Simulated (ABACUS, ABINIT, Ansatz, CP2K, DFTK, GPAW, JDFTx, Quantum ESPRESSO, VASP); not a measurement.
## One calculation of WC, 10 ways

```
CELL_PARAMETERS angstrom
2.90650 0.00000 0.00000
-1.45325 2.51710 0.00000
0.00000 0.00000 2.83660
ATOMIC_POSITIONS crystal
W 0.00000 0.00000 0.00000
C 0.66667 0.33333 0.50000
```

Alike in all runs: task single point; functional PBE; k mesh 10 × 10 × 9; occupations fermi-dirac, width 0.05 eV; no spin polarisation; no spin-orbit coupling. Pressure is positive in compression and, in plane waves, holds the error of the finite cutoff, which Ansatz's Pulay term estimates and takes out.

```csv
program and potentials,plane-wave cutoff (eV),notes,pressure (GPa)
"Ansatz, Ansatz PAW (earlier soft set)",420,Pulay term of +0.23 GPa included,5.67
"VASP, PBE PAW files C, W_sv, 520 eV",520,-,6.73
"DFTK, PseudoDojo SR PBE 0.4.1 standard (PBE)",1116,-,5.74
"Quantum ESPRESSO, SSSP 1.3 efficiency PBE",748,-,6.38
"Ansatz, all-electron LAPW, scalar-relativistic",-,-,5.70
"CP2K, POTENTIAL_UZH W GTH-PBE-q14, C GTH-PBE-q4; TZVP-MOLOPT-PBE-GTH basis",-,atomic basis,2.69
"JDFTx, PseudoDojo-SR-PBE-0.5-standard",1116,-,5.72
"GPAW, GPAW PAW data sets (gpaw-data 1.2.1)",800,-,5.37
"ABINIT, JTH PAW PBE v2.0",517,-,6.26
"ABACUS, PseudoDojo NC SR 0.4.1 PBE standard, plane waves",1116,-,5.72
```

The pressure spans 2.69 (CP2K, POTENTIAL_UZH W GTH-PBE-q14, C GTH-PBE-q4; TZVP-MOLOPT-PBE-GTH basis) to 6.73 GPa (VASP, PBE PAW files C, W_sv, 520 eV), with all-electron results at 5.70. Rows in atomic bases carry the error of their basis and grid, which can be large.

Differences between rows come from potentials, basis sets and numerical settings, since the functional is the same but for its coding. Runs on potential files found faulty are left out.
